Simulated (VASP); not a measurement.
Here is a VASP 6.6.1 calculation.

Contents of INCAR:

```
AGGAC = 0.0
ALGO = Fast
EDIFF = 1E-7
EDIFFG = -0.01
ENCUT = 600
GGA = OR
IBRION = 2
ISIF = 3
ISMEAR = -1
ISPIN = 2
LASPH = T
LCHARG = F
LMAXMIX = 4
LORBIT = 11
LREAL = F
LUSE_VDW = T
LWAVE = F
MAGMOM = 1 0
NELM = 150
NSW = 60
PREC = Accurate
SIGMA = 0.05
```

KPOINTS

```
k-points
0
Gamma
  11 11 11
```

File POSCAR:

```
NiO
1.0
    0.0000000000      2.0859016414      2.0859016414
    2.0859016414      0.0000000000      2.0859016414
    2.0859016414      2.0859016414      0.0000000000
Ni O
1 1
Direct
    0.0000000000      0.0000000000      0.0000000000
    0.5000000000      0.5000000000      0.5000000000
```

Potentials or basis: VASP PAW PBE potentials, release 64 (Ni, O).

Run with:

```console
$ cat potpaw_PBE.64/Ni/POTCAR potpaw_PBE.64/O/POTCAR > POTCAR
$ mpirun -np 1 vasp_std > vasp.out
```

(1) What does it give for the net moment?

(2) Estimate the band gap on the k mesh.

Answers

(1) 1.68 μB per cell.

(2) none (metal or under the smearing width).

Caveat: a cell with one magnetic atom can't hold antiferromagnetic order, which such compounds often take; semilocal functionals often make such compounds metallic where correlation or magnetic order opens a gap, which also shifts bond lengths.
